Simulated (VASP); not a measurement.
# Zn (Fm-3m) in VASP: settings compared, part 2 of 2

VASP 6.6.1.

### Step 4. Relaxation of cell and atoms, LDA

This run uses another cell than the first one: it holds 1 atom, not 4.

The input, INCAR:

```
SYSTEM = Zn
ALGO = Fast
EDIFF = 1E-6
EDIFFG = -0.01
ENCUT = 600
IBRION = 2
ISIF = 3
ISMEAR = -1
LASPH = .TRUE.
LCHARG = .FALSE.
LREAL = .FALSE.
LWAVE = .FALSE.
NELM = 80
NSW = 60
PREC = Accurate
SIGMA = 0.05
```

The input, KPOINTS:

```
k-points
0
G
  10 10 10
  0 0 0
```

The input, POSCAR:

```
Zn
1.0
    0.0000000000      1.9647760000      1.9647760000
    1.9647760000      0.0000000000      1.9647760000
    1.9647760000      1.9647760000      0.0000000000
Zn
1
Direct
    0.0000000000      0.0000000000      0.0000000000
```

Potentials or basis: VASP PAW LDA potentials, release 64 (Zn).

Started as:

```console
cat potpaw_LDA.64/Zn/POTCAR > POTCAR
mpirun -np 1 vasp_std > vasp.out
```

OUTCAR:

```text
SYSTEM = Zn
   EDIFF = 1E-6
   EDIFFG = -0.01
   ENCUT = 600
   IBRION = 2
   ISIF = 3
   ISMEAR = -1
   LASPH = .TRUE.
   LREAL = .FALSE.
   NELM = 80
   NSW = 60
   PREC = Accurate

 ion  position               nearest neighbor table
   1  0.000  0.000  0.000-

  LATTYP: Found a face centered cubic cell.
 ALAT       =     3.9295520000

  Lattice vectors:

 A1 = (   0.0000000000,   1.9647760000,   1.9647760000)
 A2 = (   1.9647760000,   0.0000000000,   1.9647760000)
 A3 = (   1.9647760000,   1.9647760000,   0.0000000000)

Analysis of symmetry for initial positions (statically):
=====================================================================
 Subroutine PRICEL returns:
 Original cell was already a primitive cell.

[... 433 lines left out ...]
 k-point     1 :       0.0000    0.0000    0.0000
  band No.  band energies     occupation
      1      -7.5876      2.00000
      2      -4.3096      2.00000
      3      -4.3096      2.00000
      4      -4.3096      2.00000
      5      -3.8353      2.00000
      6      -3.8353      2.00000
      7      23.4872      0.00000
      8      23.4872      0.00000
      9      23.4872      0.00000
     10      23.6305      0.00000
[... 287 lines left out ...]
 k-point    24 :       0.4000    0.3000    0.0000
  band No.  band energies     occupation
      1      -4.9903      2.00000
      2      -4.8649      2.00000
      3      -3.7728      2.00000
      4      -3.7273      2.00000
      5      -3.5061      2.00000
      6      -1.3546      2.00000
      7      11.4459      0.00000
      8      12.0500      0.00000
      9      14.1902      0.00000
     10      18.0638      0.00000

 [... further k-points ...]

------------------------ aborting loop because EDIFF is reached ----------------------------------------

  FORCE on cell =-STRESS in cart. coord.  units (eV):
  Direction    XX          YY          ZZ          XY          YZ          ZX
  --------------------------------------------------------------------------------------
  -------------------------------------------------------------------------------------
  Total       -0.0003561     -0.0003561     -0.0003561      0.0000000     -0.0000000      0.0000000
  in kB       -0.0421682     -0.0421682     -0.0421682      0.0000000     -0.0000000      0.0000000
  external PRESSURE =      -0.0421682 kB  Pullay stress =       0.0000000 kB
[... 16 lines left out ...]
  FREE ENERGIE OF THE ION-ELECTRON SYSTEM (eV)
  ---------------------------------------------------
  free  energy   TOTEN  =        -1.8527887560 eV

  energy  without entropy=       -1.8497960154  energy(sigma->0) =       -1.85129239

 reached required accuracy - stopping structural energy minimisation
```

OSZICAR:

```text
N       E                     dE             d eps       ncg     rms          rms(c)
DAV:   1     0.359385348057E+02    0.35939E+02   -0.73785E+03   956   0.207E+03
DAV:   2    -0.121534906100E+01   -0.37154E+02   -0.35787E+02   952   0.215E+02
DAV:   3    -0.192458227380E+01   -0.70923E+00   -0.70832E+00  1068   0.322E+01
[... 58 lines left out ...]
DAV:   1    -0.185285399990E+01   -0.62494E-04   -0.77203E-04  1030   0.610E-01    0.570E-02
RMM:   2    -0.185279603701E+01    0.57963E-04   -0.15063E-04   939   0.207E-01    0.182E-02
RMM:   3    -0.185279126118E+01    0.47758E-05   -0.40646E-06   867   0.357E-02    0.106E-02
RMM:   4    -0.185278879244E+01    0.24687E-05   -0.12075E-06   611   0.128E-02    0.168E-03
RMM:   5    -0.185278875598E+01    0.36457E-07   -0.40277E-07   554   0.116E-02
   8 F= -.18527888E+01 E0= -.18512924E+01  d E =-.109196E-03
```

CONTCAR:

```text
Zn
   1.00000000000000
     0.0000000000000000    1.8912350843802563    1.8912350843802563
     1.8912350843802563   -0.0000000000000000    1.8912350843802563
     1.8912350843802563    1.8912350843802563   -0.0000000000000000
  Zn
     1
Direct
     0.0000000000000000    0.0000000000000000    0.0000000000000000

  0.00000000E+00  0.00000000E+00  0.00000000E+00
```

Wall time 24 s (1 thread of Intel Xeon Platinum 8259CL at 2.50GHz (Skylake/Cascade Lake), shared host); peak memory 0.14 GiB.

What came out:

```
Free energy                            : -1.8528 eV
Relaxed volume                         : 13.53 Å³/atom
Relaxed cell                           : a = 2.675 Å, b = 2.675 Å, c = 2.675 Å, α = 60.00°, β = 60.00°, γ = 60.00°
Space group after relaxing (to 0.05 Å) : Fm-3m (No. 225)
Energy gained by relaxing              : 47.9 meV/atom
Ionic steps                            : 8
Pressure after relaxing                : 0.0 GPa
Band gap on the k mesh                 : none (metal or under the smearing width)
```

Step by step:
| step | energy change (eV) | largest force (eV/Å) | pressure (GPa) | volume (Å³) |
| --- | --- | --- | --- | --- |
| 1 | 0.0000 | 0.0000 | -8.36 | 15.17 |
| 2 | -0.0479 | 0.0000 | -0.17 | 13.50 |
| 3 | -0.0478 | 0.0000 | 0.30 | 13.47 |
| 4 | -0.0479 | 0.0000 | 0.34 | 13.52 |
| 5 | -0.0475 | 0.0000 | -0.58 | 13.67 |
| 6 | -0.0479 | 0.0000 | -0.71 | 13.57 |
| 7 | -0.0479 | 0.0000 | -0.27 | 13.54 |
| 8 | -0.0479 | 0.0000 | 0.00 | 13.53 |

Final structure:
```
Zn
1.0
     0.00000    1.89124    1.89124
     1.89124    0.00000    1.89124
     1.89124    1.89124    0.00000
Zn
1
Direct
  0.00000 0.00000 0.00000
```

### Step 5. Overview

```tsv
task	level	potentials or basis	cell	k mesh	cutoff (eV)	smearing	target pressure	grid for exact exchange (PRECFOCK)	ladder	other keys	mesh quality	gap on the mesh (eV)	pressure (GPa)
relaxation of cell and atoms	PBE+D3	VASP PAW PBE potentials, release 64 (Zn)	relaxed to 30 GPa	7 × 7 × 7	600	methfessel-paxton 0.2 eV	30 GPa	-	-	PSTRESS = 300	not flagged	none	30.0
single point	HSEsol+D4	VASP PAW PBE potentials, release 64 (Zn)	as given	6 × 6 × 6	520	tetrahedron	-	Fast	-	ISMEAR = -5; SIGMA = 0.3; NBANDS = 18	coarse	none	-9.3
relaxation of cell and atoms	LDA	VASP PAW LDA potentials, release 64 (Zn)	relaxed	10 × 10 × 10	600	fermi-dirac 0.05 eV	-	-	gaps	-	not flagged	none	0.0
```

Alike in all rows: no spin polarisation.

Caveats: some runs use coarse meshes; pairwise dispersion overbinds metals, which lowers pressure and volume (some runs); the cell is relaxed towards a set pressure, so the enthalpy falls and the energy may rise (some runs); the volume moved by over 15 % at a fixed basis, so the end points are rough (some runs); the PAW data sets were made with another functional, which shifts forces and pressure a little (some runs).

Total energies depend on the potentials used, so only differences within one code and one set of settings carry meaning.
